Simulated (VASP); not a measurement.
A run of VASP 6.6.1:

INCAR

```
SYSTEM = Ga
PREC = Accurate ; ENCUT = 600
EDIFF = 1E-6 ; ISMEAR = -1
SIGMA = 0.05 ; LREAL = .False.
LASPH = .True. ; NELM = 100
ALGO = Fast ; ISIF = 3
LWAVE = .False. ; LCHARG = .False.
GGA = PS ; IBRION = 2
NSW = 40 ; EDIFFG = -0.02
PSTRESS = 50
```

The input KPOINTS:

```
regular mesh
0
Gamma
  13 13 13
  0 0 0
```

Contents of POSCAR:

```
Ga
1.0
   -1.3843987196      1.3843987196      2.3112238365
    1.3843987196     -1.3843987196      2.3112238365
    1.3843987196      1.3843987196     -2.3112238365
Ga
1
Direct
    0.0000000000      0.0000000000      0.0000000000
```

Potentials or basis: VASP PAW PBE potentials, release 64 (Ga_d).

The run is started by

```console
$ cat potpaw_PBE.64/Ga_d/POTCAR > POTCAR
$ mpirun -np 1 vasp_std > vasp.out
```

Hardware: 1 thread of Intel(R) Xeon(R) 6975P-C (Granite Rapids), on a shared host.

How long does it take, and how much memory?

Wall time 83 s on 1 thread of Intel(R) Xeon(R) 6975P-C (Granite Rapids) (shared host), peak memory 0.18 GiB. Counts: scf iterations 85, k points 196, ion steps 13.
